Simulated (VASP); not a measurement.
Set up this calculation in VASP 6.6.1, as the native input.

* Task: single point
* Functional: HSE(alpha, omega)
* Potentials or basis: VASP PAW PBE potentials, release 64 (Cu, O)
* Cutoff: 520 eV
* k mesh: 5 × 5 × 3
* Occupations: fermi-dirac, width 0.05 eV
* Spin: no spin polarisation
* Screening parameter: 0.15
* Grid for exact exchange (PRECFOCK): Fast
* Further INCAR settings: ALGO = Normal; EDIFF = 1e-06; NBANDS = 25

CuO:

```
Cu O
1.0
     3.28802    0.00000    0.00000
    -1.64401    2.84751    0.00000
     0.00000    0.00000    5.38502
Cu O
2 2
Direct
  0.66667 0.33333 0.00000
  0.33333 0.66667 0.50000
  0.66667 0.33333 0.62520
  0.33333 0.66667 0.12520
```

Measurements of this composition are mostly on another form, of space group No. 15.

One way to write it, as run:

POSCAR

```
CuO
1.0
    3.2880244300      0.0000000000      0.0000000000
   -1.6440122100      2.8475126800      0.0000000000
    0.0000000000      0.0000000000      5.3850248600
Cu O
2 2
Direct
    0.6666666667      0.3333333333      0.0000000000
    0.3333333333      0.6666666667      0.5000000000
    0.6666666667      0.3333333333      0.6252000000
    0.3333333333      0.6666666667      0.1252000000
```

INCAR.step1

```
SYSTEM = CuO
PREC     = Accurate       ! precision mode
ENCUT    = 520            ! plane-wave cutoff, eV
EDIFF    = 1E-5           ! SCF threshold, eV
ISMEAR   = -1             ! smearing method
SIGMA    = 0.05           ! smearing width, eV
LREAL    = .FALSE.        ! projectors in reciprocal space
LASPH    = .TRUE.         ! aspherical terms in the spheres
NELM     = 60             ! most SCF steps
ALGO     = Normal         ! electronic algorithm
ISIF     = 2              ! what is computed and relaxed
LWAVE    = .TRUE.         ! write WAVECAR
LCHARG   = .FALSE.        ! write CHGCAR
NBANDS   = 25             ! bands
GGA      = PE             ! functional
```

INCAR.step2

```
SYSTEM = CuO
PREC     = Accurate       ! precision mode
ENCUT    = 520            ! plane-wave cutoff, eV
EDIFF    = 1E-6           ! SCF threshold, eV
ISMEAR   = -1             ! smearing method
SIGMA    = 0.05           ! smearing width, eV
LREAL    = .FALSE.        ! projectors in reciprocal space
LASPH    = .TRUE.         ! aspherical terms in the spheres
NELM     = 60             ! most SCF steps
ALGO     = Normal         ! electronic algorithm
ISIF     = 2              ! what is computed and relaxed
LWAVE    = .FALSE.        ! write WAVECAR
LCHARG   = .FALSE.        ! write CHGCAR
GGA      = PE             ! functional
LHFCALC  = .TRUE.         ! exact exchange
HFSCREEN = 0.15           ! screening, 1/A
AEXX     = 0.25           ! exact-exchange fraction
PRECFOCK = Fast         
NBANDS   = 25             ! bands
ISTART   = 1
```

KPOINTS

```
Automatic mesh
0
G
  5 5 3
  0 0 0
```

Potentials or basis: VASP PAW PBE potentials, release 64 (Cu, O).

Command:

```bash
$ cat potpaw_PBE.64/Cu/POTCAR potpaw_PBE.64/O/POTCAR > POTCAR
$ cp INCAR.step1 INCAR
$ mpirun -np 1 vasp_std > vasp.out
$ cp INCAR.step2 INCAR
$ mpirun -np 1 vasp_std > vasp.out
```

Results of the run:

```yaml
Pressure: -12.2 GPa
Largest_force: 0.103 eV/Å
Band_gap_on_the_k_mesh: none (metal or under the smearing width)
```

Caveat: the k mesh is coarse (spacing up to 0.44 Å⁻¹), so the values aren't converged, least of all with exact exchange; the PAW data sets were made with another functional, which shifts forces and pressure a little; the run has no spin polarisation, though such a crystal can be magnetic.

It took 12 min on 1 thread of Intel(R) Xeon(R) Platinum 8488C (Sapphire Rapids) (shared host), peak memory 0.26 GiB.
